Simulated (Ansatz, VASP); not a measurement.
# InAs: VASP beside Ansatz, part 2 of 2

Wanted: the spread between two codes on one cell, functional and k mesh. The cell is taken from a series of runs on this material, whose earlier steps may have relaxed, scaled, displaced or heated it; both programs get it as it stands.

VASP 6.6.1 and Ansatz 0.2.0.

So far: The structure; Ansatz: zone-centre phonons, PBEsol.

## 3. VASP: zone-centre phonons, PBEsol

Level of this step: PBEsol; plane waves and PAW (As, In_d) (VASP).

The same cell, functional, mesh and smearing now go to VASP, with its own data sets.

Lines of VASP's logs that name or quote its potential files are left out, and so is its time.

INCAR reads:

```
SYSTEM = InAs
PREC = Accurate
ENCUT = 500
EDIFF = 1E-08
NELM = 120
ISMEAR = 1
SIGMA = 0.2
LREAL = .FALSE.
ALGO = Normal
GGA = PS
NBANDS = 15
LORBIT = 11
LWAVE = .FALSE.
LCHARG = .FALSE.
ISIF = 2
IBRION = 8
LASPH = .TRUE.
GGA_COMPAT = .FALSE.
KPAR = 2
```

POSCAR reads:

```
InAs
1.0
    0.1344047209      3.0562028494      3.0562028494
    3.0562028494      0.1344047209      3.0562028494
    3.0562028494      3.0562028494      0.1344047209
As In
1 1
Direct
    0.7539106809      0.7539106809      0.7539106809
    0.9960893191      0.9960893191      0.9960893191
```

KPOINTS reads:

```
Automatic mesh
0
Gamma
12 12 12
0 0 0
```

The projector-augmented-wave data sets are As and In_d (PBE family, release 64).

On the command line:

```bash
mpirun -np 2 vasp_std
```

Numbers of over 12 decimals in the logs are rounded to 6 here.

The program printed:

```text
[banner, memory and clock lines left out]
running    2 mpi-ranks, on    1 nodes
 distrk:  each k-point on    1 cores,    2 groups
 distr:  one band on    1 cores,    1 groups

 POSCAR found type information on POSCAR AsIn
 POSCAR found :  2 types and       2 ions
|                                                                             |
|               ----> ADVICE to this user running VASP <----                  |
|                                                                             |
|     You enforced a specific xc type in the INCAR file but a different       |
|     [... a line on the potential file left out ...]
|     I HOPE YOU KNOW WHAT YOU ARE DOING!                                     |
|                                                                             |

 LDA part: xc-table for (Slater+PW92), standard interpolation
 POSCAR, INCAR and KPOINTS ok, starting setup
 FFT: planning ... GRIDC
 FFT: planning ... GRID_SOFT
 FFT: planning ... GRID
 WAVECAR not read
 entering main loop
       N       E                     dE             d eps       ncg     rms          rms(c)
DAV:   1     0.111970820843E+03    0.11197E+03   -0.82430E+03  5712   0.127E+03
DAV:   2    -0.127121396626E+01   -0.11324E+03   -0.10900E+03  6174   0.302E+02
DAV:   3    -0.854576275899E+01   -0.72745E+01   -0.72298E+01  7231   0.775E+01
DAV:   4    -0.872800797674E+01   -0.18225E+00   -0.18220E+00  7112   0.136E+01
DAV:   5    -0.873557610103E+01   -0.75681E-02   -0.75680E-02  8349   0.236E+00    0.473E+00
DAV:   6    -0.845590550905E+01    0.27967E+00   -0.41332E-01  8926   0.126E+01    0.259E+00
DAV:   7    -0.841965826628E+01    0.36247E-01   -0.12565E-01  7919   0.379E+00    0.701E-01
DAV:   8    -0.841801810591E+01    0.16402E-02   -0.14871E-02  7225   0.147E+00    0.238E-01
DAV:   9    -0.841819381967E+01   -0.17571E-03   -0.95193E-04  7127   0.272E-01    0.128E-01
DAV:  10    -0.841826479276E+01   -0.70973E-04   -0.15707E-04  8394   0.207E-01    0.711E-02
DAV:  11    -0.841828353890E+01   -0.18746E-04   -0.57853E-05  6890   0.125E-01    0.442E-02
DAV:  12    -0.841828212500E+01    0.14139E-05   -0.70714E-06  7722   0.352E-02    0.551E-03
DAV:  13    -0.841828223440E+01   -0.10940E-06   -0.14280E-06  7126   0.690E-03    0.112E-03
DAV:  14    -0.841828207204E+01    0.16237E-06   -0.11239E-07  7194   0.282E-03    0.164E-03
DAV:  15    -0.841828210657E+01   -0.34539E-07   -0.67417E-09  5531   0.952E-04    0.486E-04
DAV:  16    -0.841828211888E+01   -0.12302E-07   -0.16266E-09  3948   0.354E-04    0.176E-04
DAV:  17    -0.841828211956E+01   -0.68599E-09   -0.62220E-10  3353   0.247E-04
   1 F= -.84182821E+01 E0= -.84183472E+01  d E =0.195274E-03
 Linear response reoptimize wavefunctions to high precision
DAV:   1    -0.841828212190E+01   -0.23365E-08   -0.36219E-10  4389   0.298E-04
DAV:   2    -0.841828212193E+01   -0.29104E-10   -0.86606E-11  3234   0.832E-05
 Linear response DOF=           2
 Linear response progress:
  Degree of freedom:   1/  2
       N       E                     dE             d eps       ncg     rms          rms(c)
RMM:   1    -0.468148379256E-01   -0.46815E-01    0.62951E-02 29257   0.162E+00
RMM:   2    -0.443688379592E-01    0.24460E-02    0.11297E-03 22499   0.594E-01    0.112E-01
RMM:   3    -0.450713547884E-01   -0.70252E-03   -0.19125E-03 26241   0.249E-01    0.491E-02
RMM:   4    -0.452949568178E-01   -0.22360E-03   -0.14436E-04 26628   0.818E-02    0.115E-02
RMM:   5    -0.453380372558E-01   -0.43080E-04   -0.17258E-05 27765   0.321E-02    0.531E-03
RMM:   6    -0.453247892139E-01    0.13248E-04   -0.21232E-06 26826   0.890E-03    0.162E-03
RMM:   7    -0.453233190648E-01    0.14701E-05   -0.21890E-07 28802   0.270E-03    0.111E-03
RMM:   8    -0.453236097762E-01   -0.29071E-06   -0.24576E-08 26222   0.117E-03    0.610E-04
RMM:   9    -0.453241335556E-01   -0.52378E-06    0.20510E-10 28470   0.416E-04    0.159E-04
RMM:  10    -0.453242271487E-01   -0.93593E-07   -0.11495E-09 30033   0.152E-04    0.695E-05
RMM:  11    -0.453242283621E-01   -0.12135E-08   -0.24190E-08 27165   0.603E-05    0.194E-05
 first order change of Fermi-energy   0.74311E+00
 force on displaced ion       1 direction 1 :  -8.341   0.052   0.052
 Linear response progress:
  Degree of freedom:   2/  2
       N       E                     dE             d eps       ncg     rms          rms(c)
RMM:   1    -0.232958908380E+00   -0.23296E+00   -0.79256E-02 19217   0.498E+00
RMM:   2    -0.235558214596E+00   -0.25993E-02   -0.14313E-02 24341   0.108E+00    0.806E-02
RMM:   3    -0.235532388240E+00    0.25826E-04   -0.16410E-03 26361   0.334E-01    0.405E-02
RMM:   4    -0.235348744852E+00    0.18364E-03   -0.15036E-04 27029   0.112E-01    0.216E-02
RMM:   5    -0.235304452424E+00    0.44292E-04   -0.21972E-05 28140   0.418E-02    0.722E-03
RMM:   6    -0.235304415435E+00    0.36989E-07   -0.11757E-06 28252   0.142E-02    0.197E-03
RMM:   7    -0.235314585383E+00   -0.10170E-04   -0.13531E-06 28006   0.424E-03    0.799E-04
RMM:   8    -0.235312899391E+00    0.16860E-05   -0.48786E-07 28297   0.184E-03    0.387E-04
RMM:   9    -0.235311993562E+00    0.90583E-06   -0.65502E-08 29503   0.817E-04    0.794E-05
RMM:  10    -0.235312032765E+00   -0.39203E-07    0.26622E-07 30626   0.340E-04    0.417E-05
RMM:  11    -0.235312136070E+00   -0.10330E-06    0.21982E-07 29293   0.156E-04    0.143E-05
RMM:  12    -0.235312202454E+00   -0.66384E-07    0.74238E-08 29139   0.829E-05    0.110E-05
RMM:  13    -0.235312211511E+00   -0.90570E-08    0.49794E-08 30356   0.439E-05    0.603E-06
 first order change of Fermi-energy  -0.74247E+00
 force on displaced ion       2 direction 1 :  -8.341   0.056   0.056
 Linear response finished
```

From OUTCAR (step 3):

```text
ion  position               nearest neighbor table
   1  0.754  0.754  0.754-   2 2.58   2 2.58   2 2.58   2 2.62
   2  0.996  0.996  0.996-   1 2.58   1 2.58   1 2.58   1 2.62

  LATTYP: Found a trigonal (rhomboedric) cell.
 ALAT       =     4.3242128003
 COS(alpha) =     0.5434521551

 Subroutine GETGRP returns: Found  6 space group operations
 (whereof  6 operations were pure point group operations)

The static configuration has the point symmetry C_3v.

 Found    189 irreducible k-points:

   k-points           NKPTS =    189   k-points in BZ     NKDIM =    189   number of bands    NBANDS=     15

   dimension x,y,z NGX =    32 NGY =   32 NGZ =   32
   dimension x,y,z NGXF=    64 NGYF=   64 NGZF=   64

   ENCUT  =  500.0 eV  36.75 Ry    6.06 a.u.   7.88  7.88  7.88*2*pi/ulx,y,z

   NELECT =      18.0000    total number of electrons

 k-points in reciprocal lattice and weights: Automatic mesh
   0.00000000  0.00000000  0.00000000       0.001
   0.08333333  0.00000000  0.00000000       0.003
   0.16666667  0.00000000 -0.00000000       0.003
   0.25000000  0.00000000  0.00000000       0.003
   0.33333333 -0.00000000 -0.00000000       0.003
   0.41666667  0.00000000  0.00000000       0.003
   0.50000000  0.00000000  0.00000000       0.002
   0.08333333  0.08333333 -0.00000000       0.003
   0.16666667  0.08333333 -0.00000000       0.007
[...]
-0.41666667  0.50000000  0.41666667       0.003
   0.50000000  0.50000000  0.50000000       0.001

 average (electrostatic) potential at core
       1 -49.1601       2 -96.1162

  Total        1.1860429      1.1860429      1.1860429     -0.5773439     -0.5773439     -0.5773439
  in kB       35.6329877     35.6329877     35.6329877    -17.3454840    -17.3454840    -17.3454840
  external PRESSURE =      35.6329877 kB  Pullay stress =       0.0000000 kB

  energy-cutoff  :      500.00
  volume of cell :       53.33
      direct lattice vectors                 reciprocal lattice vectors
     0.134404721  3.056202849  3.056202849    -0.174809431  0.167445563  0.167445563
     3.056202849  0.134404721  3.056202849     0.167445563 -0.174809431  0.167445563
     3.056202849  3.056202849  0.134404721     0.167445563  0.167445563 -0.174809431

 POSITION                                       TOTAL-FORCE (eV/Angst)
 -----------------------------------------------------------------------------------
      4.70954      4.70954      4.70954         0.001322      0.001322      0.001322
      6.22238      6.22238      6.22238        -0.001322     -0.001322     -0.001322
 -----------------------------------------------------------------------------------
    total drift:                                0.000100      0.000100      0.000100

 Eigenvectors and eigenvalues of the dynamical matrix
 ----------------------------------------------------

   1 f  =    6.727102 THz    42.267630 2PiTHz  224.391977 cm-1    27.821047 meV
             X         Y         Z           dx          dy          dz
      4.709537  4.709537  4.709537     0.608530   -0.461681   -0.146849
      6.222381  6.222381  6.222381    -0.491679    0.373029    0.118651

   2 f  =    6.727102 THz    42.267630 2PiTHz  224.391977 cm-1    27.821047 meV
             X         Y         Z           dx          dy          dz
      4.709537  4.709537  4.709537     0.181769    0.436118   -0.617887
      6.222381  6.222381  6.222381    -0.146865   -0.352374    0.499239

   3 f  =    6.662160 THz    41.859588 2PiTHz  222.225749 cm-1    27.552469 meV
             X         Y         Z           dx          dy          dz
      4.709537  4.709537  4.709537     0.449199    0.449199    0.449199
      6.222381  6.222381  6.222381    -0.362703   -0.362703   -0.362703

   4 f/i=    0.000787 THz     0.004948 2PiTHz    0.026267 cm-1     0.003257 meV
             X         Y         Z           dx          dy          dz
      4.709537  4.709537  4.709537    -0.427672    0.459419   -0.031746
      6.222381  6.222381  6.222381    -0.529311    0.568602   -0.039291

   5 f/i=    0.000787 THz     0.004948 2PiTHz    0.026267 cm-1     0.003257 meV
             X         Y         Z           dx          dy          dz
      4.709537  4.709537  4.709537     0.283574    0.228588   -0.512162
      6.222381  6.222381  6.222381     0.350967    0.282913   -0.633881

   6 f/i=    0.001370 THz     0.008608 2PiTHz    0.045699 cm-1     0.005666 meV
             X         Y         Z           dx          dy          dz
      4.709537  4.709537  4.709537     0.362703    0.362703    0.362703
      6.222381  6.222381  6.222381     0.449199    0.449199    0.449199

 ELASTIC MODULI CONTR FROM IONIC RELAXATION (kBar)
 Direction    XX          YY          ZZ          XY          YZ          ZX
 --------------------------------------------------------------------------------
 XX         -10.6046     -9.2149     -9.2149     19.2736     42.1749     20.4967
 YY          -9.2149    -10.6046     -9.2149     20.4967     19.2736     42.1749
 ZZ          -9.2149     -9.2149    -10.6046     42.1749     20.4967     19.2736
 XY          19.2736     20.4967     42.1749   -315.9615     42.3416     42.3416
 YZ          42.1749     19.2736     20.4967     42.3416   -315.9615     42.3416
 ZX          20.4967     42.1749     19.2736     42.3416     42.3416   -315.9615
 --------------------------------------------------------------------------------
```

## 4. Comparison

Known differences besides the potentials themselves: the data sets hold 28 valence electrons in Ansatz (on its PAW soft_1 files) and 18 in VASP; the cutoff is 420 eV in Ansatz and 500 eV in VASP; Ansatz makes its cores anew for this functional, VASP keeps those of its PBE data sets. Total energies have different zeros and are not compared.

Both answers:

```tsv
quantity	Ansatz	VASP	difference
optical mode 1 (cm⁻¹)	221.7	222.2	-0.23 %
optical mode 2 to 3 (cm⁻¹)	224.0	224.4	-0.16 %
```

Modes are paired by rising frequency, not by their patterns, so a pair may set unlike modes beside each other; they are those without the splitting of longitudinal modes.

## 5. Summary of results

```yaml
r_m_s_difference_of_the_optical_zone_centre_modes_each_program_s_sorted_by_frequency_zone_centre_phonons_pbesol: 0.41 cm⁻¹
```

The r.m.s. difference of the optical zone-centre modes, each program's sorted by frequency is 0.41 cm⁻¹ (zone-centre phonons, PBEsol). The data sets hold unlike numbers of valence electrons (28 in Ansatz and 18 in VASP), so part of the differences comes from the potentials. How closely two codes agree says nothing of how well the functional describes the real material.

[Lines on the potential files, build, host, timing and source positions are cut from VASP's logs without a mark.]

[Logs are printed without paths, hosts, clocks, repeated set-up lines and the standing remarks that a program may print on its own settings, such as how far it seeks lower states.]

[Hosts, paths, dates, database ids (printed as entryN), source tags and the programs' standing remarks are cut or masked in the printed files.]
